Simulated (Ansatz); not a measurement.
Runs of Ansatz 0.2.0 on AlNi. It takes space group Pm-3m (No. 221, cubic). The conventional cell has a = 2.881 Å, b = 2.881 Å, c = 2.881 Å, α = 90.00°, β = 90.00°, γ = 90.00°. Ni (site symmetry m-3m) has 8 Al at 2.50 Å as nearest neighbours. Al (site symmetry m-3m) has 8 Ni at 2.50 Å as nearest neighbours. 

```csv
task,level,cell,cutoff (eV),smearing,gap on the mesh (eV),pressure (GPa),moment (μB),relaxed volume (Å³/atom)
single point,PBE,as given,255,gaussian 0.021 eV,none,1.9,0.00,-
single point,PBE,as given,255,gaussian 0.027 eV,none,1.9,0.00,-
relaxation of cell and atoms,PBEsol+D4,relaxed,-,fermi-dirac 0.05 eV,-,0.0,0.00,11.50
relaxation of cell and atoms,PBEsol,relaxed,-,fermi-dirac 0.05 eV,-,0.0,0.00,(a)
single point,PBE,as given,255,gaussian 0.016 eV,none,1.9,0.00,-
```

Alike in all rows: potentials or basis all-electron LAPW, scalar-relativistic; spin collinear, ferromagnetic start; k mesh 9 × 9 × 9; basis error allowed 0.001 eV/atom.

Q: Estimate the missing entries.

A: (a) 11.71.

Caveats: the starting moments weren't kept.

A gap of «none» marks a metal or a gap under the smearing width.
